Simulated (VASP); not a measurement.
# Au: relaxation of cell and atoms with PBEsol

The system is Au.

```
Au
1.0
     0.00000    2.04085    2.04085
     2.04085    0.00000    2.04085
     2.04085    2.04085    0.00000
Au
1
Direct
  0.00000 0.00000 0.00000
```

```
Program                : VASP 6.6.1
Task                   : relaxation of cell and atoms
Functional             : PBEsol
Potentials or basis    : VASP PAW PBE potentials, release 64 (Au)
Cutoff                 : 600 eV
k mesh                 : 16 × 16 × 16
Occupations            : methfessel-paxton, width 0.1 eV
Spin                   : no spin polarisation
Further INCAR settings : ALGO = Normal; EDIFF = 1e-07; IBRION = 2; EDIFFG = -0.005; NSW = 90; ISIF = 3
```

| Item | Value |
| --- | --- |
| Pressure after relaxing | 0.0 GPa |
| Band gap on the k mesh | none (metal or under the smearing width) |

Final structure:
```cif
data_structure
_symmetry_space_group_name_H-M 'P 1'
_symmetry_Int_Tables_number 1
_cell_length_a 2.8862
_cell_length_b 2.8862
_cell_length_c 2.8862
_cell_angle_alpha 60.000
_cell_angle_beta 60.000
_cell_angle_gamma 60.000
_cell_volume 17.00
loop_
_atom_site_label
_atom_site_type_symbol
_atom_site_fract_x
_atom_site_fract_y
_atom_site_fract_z
_atom_site_occupancy
Au1 Au 0.00000 0.00000 0.00000 1
```

Levels at points of the mesh, in eV from the Fermi level:
```tsv
k point	band 3	band 4	band 5	band 6	band 7	band 8	band 9
(0.00, 0.00, 0.00)	-4.66	-4.66	-3.12	-3.12	14.53	18.54	18.54
(0.50, 0.00, 0.00)	-4.69	-1.91	-1.91	-1.00	3.10	13.97	17.15
(0.50, 0.50, 0.00)	-1.95	-1.59	-1.59	0.98	5.80	10.00	10.00
```

It took 4 s on 2 MPI ranks on Intel(R) Xeon(R) 6975P-C (Granite Rapids), with other jobs on the host, peak memory 0.15 GiB a rank.

Caveat: the relaxation stopped at its first step, so nothing moved; the PAW data sets were made with another functional, which shifts forces and pressure a little. The run has no spin-orbit coupling, so splittings on Au are missing.
